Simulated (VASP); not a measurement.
**HfB: single point with PBE**

HfB:

```
Hf B
1.0
     2.30814    2.30814    0.00000
    -2.30814    2.30814    0.00000
     0.00000    0.00000    4.61628
Hf B
2 2
Direct
  0.50000 0.50000 0.00000
  0.00000 0.00000 0.50000
  0.00000 0.00000 0.00000
  0.50000 0.50000 0.50000
```

The cell isn't the ideal one: equal strain along all axes, cell held, atoms relaxed: -4.5 %.

```
Program                : VASP 6.6.1
Task                   : single point
Functional             : PBE
Potentials or basis    : VASP PAW PBE potentials, release 64 (Hf_pv, B)
Cutoff                 : 520 eV
k mesh                 : 12 × 12 × 10
Occupations            : gaussian, width 0.1 eV
Spin                   : no spin polarisation
Dipole correction      : no
Further INCAR settings : ALGO = Normal; EDIFF = 1e-06; NBANDS = 21
```

```json
{
 "Pressure": "31.4 GPa",
 "Band gap on the k mesh": "none (metal or under the smearing width)"
}
```

Levels at points of the mesh, in eV from the Fermi level:
```tsv
k point	band 11	band 12	band 13	band 14	band 15	band 16	band 17	band 18
(0.00, 0.00, 0.00)	2.19	2.20	2.20	2.38	2.38	3.96	3.96	3.96
(0.50, 0.00, 0.00)	-1.13	-1.13	-0.88	-0.88	4.67	4.67	6.86	6.86
(0.50, 0.50, 0.00)	-0.91	-0.91	2.38	2.38	2.38	2.38	6.26	6.26
(0.00, 0.00, 0.50)	0.19	0.19	1.56	1.56	1.56	1.56	5.13	5.13
(0.50, 0.00, 0.50)	-1.38	-1.38	-1.38	-1.38	6.55	6.55	6.55	6.55
(0.50, 0.50, 0.50)	-1.32	-1.32	-1.31	-1.31	5.53	5.53	5.53	5.53
```

Run time: 40 s on 1 thread of Intel(R) Xeon(R) 6975P-C (Granite Rapids), on a shared host, peak memory 0.26 GiB.

Caveat: so large a pressure means that the cell lies far from this level's equilibrium, or that cutoff or potentials fall short; the real-space grid breaks the cell's symmetry a little. The run has no spin-orbit coupling, so splittings on Hf are missing.
